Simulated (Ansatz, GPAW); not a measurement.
PbS: programs and potentials compared

```
Pb S
1.0
     0.00000    2.96575    2.96575
     2.96575    0.00000    2.96575
     2.96575    2.96575    0.00000
Pb S
1 1
Direct
  0.00000 0.00000 0.00000
  0.50000 0.50000 0.50000
```

Alike in all runs: task single point; functional PBE; k mesh 8 × 8 × 8; occupations gaussian, width 0.024 eV; no spin polarisation; no spin-orbit coupling. Pressure is positive in compression and, in plane waves, holds the error of the finite cutoff, which Ansatz's Pulay term estimates and takes out.

```csv
program and potentials,plane-wave cutoff (eV),notes,band gap (eV),pressure (GPa)
"Ansatz, Ansatz PAW",420,-,0.36,2.23
"GPAW, GPAW PAW data sets (gpaw-data 1.2.1)",600,-,0.31,2.00
"Ansatz, all-electron LAPW, scalar-relativistic",-,-,?,?
```

Estimate from the other rows what the run with Ansatz, all-electron LAPW, scalar-relativistic gave.

Band gap 0.36 eV; pressure 2.24 GPa. The other rows, which needn't bracket it: band gap 0.31 to 0.36; pressure 2.00 to 2.23.
